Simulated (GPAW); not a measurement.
The system is TaN.

```
Ta N
1.0
     0.00000    2.21132    2.21132
     2.21132    0.00000    2.21132
     2.21132    2.21132    0.00000
Ta N
1 1
Direct
  0.50000 0.50000 0.50000
  0.00000 0.00000 0.00000
```

The cell comes from a database or a generator and needn't be the stable form of this composition.

Base run:

| Property | Result |
| --- | --- |
| Program | GPAW 26.7.0 |
| Functional | PBEsol |
| Potentials or basis | PAW data sets generated in the run's folder for this functional |
| Cutoff | 650 eV |
| Basis | pw |
| k mesh | 8 × 8 × 8 |
| Occupations | fermi-dirac, width 0.05 eV |
| Spin | no spin polarisation |
| Hubbard terms | Ta d U = 6.2 eV |

Its results: band gap on the k mesh none (metal or under the smearing width); pressure 3.3 GPa.

**Question.** The run is repeated on the same cell with these changes: functional from PBEsol to PBE; hubbard terms from Ta d U = 6.2 eV to Ta d U = 6 eV. What comes out?

**Answer.** Band gap on the k mesh none (metal or under the smearing width); pressure 12.2 GPa.

Several settings changed at once, so the effect can't be laid on one alone.

Caveats: the cutoff is short for stress and forces, so pressures can be off by a GPa or more; U without spin polarisation on a metal has little footing.
